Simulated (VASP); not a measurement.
Wanted: the native input for a VASP 6.6.1 run.

| Quantity | Value |
| --- | --- |
| Task | band structure |
| Functional | PBEsol0 |
| Potentials or basis | VASP PAW PBE potentials, release 64 (Cd, O) |
| Cutoff | 520 eV |
| k mesh | 5 × 5 × 5 |
| Occupations | fermi-dirac, width 0.05 eV |
| Spin | no spin polarisation |
| Grid for exact exchange (PRECFOCK) | Normal |
| Exchange at q = 0 | default |
| Further INCAR settings | ALGO = Normal; EDIFF = 1e-06; NBANDS = 16 |

The system is CdO (Monteponite).

```
Cd O
1.0
     0.00000    2.34950    2.34950
     2.34950    0.00000    2.34950
     2.34950    2.34950    0.00000
Cd O
1 1
Direct
  0.00000 0.00000 0.00000
  0.50000 0.50000 0.50000
```

These files were run (other wordings do the same):

POSCAR

```
CdO
1.0
    0.0000000000      2.3495000000      2.3495000000
    2.3495000000      0.0000000000      2.3495000000
    2.3495000000      2.3495000000      0.0000000000
Cd O
1 1
Direct
    0.0000000000      0.0000000000      0.0000000000
    0.5000000000      0.5000000000      0.5000000000
```

INCAR.step1

```
SYSTEM = CdO
PREC = Accurate
ENCUT = 520
EDIFF = 1E-5
ISMEAR = -1
SIGMA = 0.05
LREAL = .FALSE.
LASPH = .TRUE.
NELM = 80
ALGO = Normal
ISIF = 2
LWAVE = .TRUE.
LCHARG = .FALSE.
NBANDS = 16
GGA = PE
```

INCAR.step2

```
SYSTEM = CdO
PREC = Accurate
ENCUT = 520
EDIFF = 1E-6
ISMEAR = -1
SIGMA = 0.05
LREAL = .FALSE.
LASPH = .TRUE.
NELM = 80
ALGO = Normal
ISIF = 2
LWAVE = .FALSE.
LCHARG = .FALSE.
GGA = PS
LHFCALC = .TRUE.
AEXX = 0.25
PRECFOCK = Normal
NBANDS = 16
ISTART = 1
```

KPOINTS

```
regular mesh
0
G
  5 5 5
  0 0 0
```

KPOINTS_OPT

```
path GXWKGLUWLK,UX
12
line-mode
reciprocal
 0.0000000000  0.0000000000  0.0000000000  G
 0.5000000000  0.0000000000  0.5000000000  X

 0.5000000000  0.0000000000  0.5000000000  X
 0.5000000000  0.2500000000  0.7500000000  W

 0.5000000000  0.2500000000  0.7500000000  W
 0.3750000000  0.3750000000  0.7500000000  K

 0.3750000000  0.3750000000  0.7500000000  K
 0.0000000000  0.0000000000  0.0000000000  G

 0.0000000000  0.0000000000  0.0000000000  G
 0.5000000000  0.5000000000  0.5000000000  L

 0.5000000000  0.5000000000  0.5000000000  L
 0.6250000000  0.2500000000  0.6250000000  U

 0.6250000000  0.2500000000  0.6250000000  U
 0.5000000000  0.2500000000  0.7500000000  W

 0.5000000000  0.2500000000  0.7500000000  W
 0.5000000000  0.5000000000  0.5000000000  L

 0.5000000000  0.5000000000  0.5000000000  L
 0.3750000000  0.3750000000  0.7500000000  K

 0.6250000000  0.2500000000  0.6250000000  U
 0.5000000000  0.0000000000  0.5000000000  X
```

Potentials or basis: VASP PAW PBE potentials, release 64 (Cd, O).

Launch:

```bash
$ cat potpaw_PBE.64/Cd/POTCAR potpaw_PBE.64/O/POTCAR > POTCAR
$ cp INCAR.step1 INCAR
$ mpirun -np 1 vasp_std > vasp.out
$ cp INCAR.step2 INCAR
$ mpirun -np 1 vasp_std > vasp.out
```

It gave:

The pressure is -2.9 GPa.

Caveat: the k mesh is coarse (spacing up to 0.46 Å⁻¹), so the values aren't converged, least of all with exact exchange; an unscreened hybrid on a path of extra k points without a Coulomb cutoff has errors near the mesh points, so the bands along the path aren't reliable; the PAW data sets were made with another functional, which shifts forces and pressure a little.

It took 47 min on 1 thread of AMD EPYC 9R45 96-Core Processor (Zen 5), on a shared host, peak memory 0.17 GiB.
